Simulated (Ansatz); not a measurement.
## fcc against bcc along group 13

Computed with DFT, PBE, plane waves (420 eV) with PAW, scalar-relativistic (Ansatz 0.2.0).

Each structure is relaxed within its symmetry, in the lowest magnetic state of the tried starts. Differences under about 8 meV lie within the error of the k-point mesh.

```
element  E(fcc) − E(bcc) (meV/atom)  V(fcc) (Å³/atom)  V(bcc) (Å³/atom)       state of fcc       state of bcc
      B                        -359              5.89              6.15  spin not included  spin not included
     Al                         -96             16.48             16.97  spin not included  spin not included
     Ga                           ?                 ?                 ?                  ?                  ?
     In                         -11             27.45             27.80  spin not included  spin not included
     Tl                          15             31.26             31.47  spin not included  spin not included
```

Task: Fill in the row of Ga.

Result: E(fcc) − E(bcc) (meV/atom): -15; V(fcc) (Å³/atom): 18.98; V(bcc) (Å³/atom): 19.18; state of fcc: spin not included; state of bcc: spin not included.
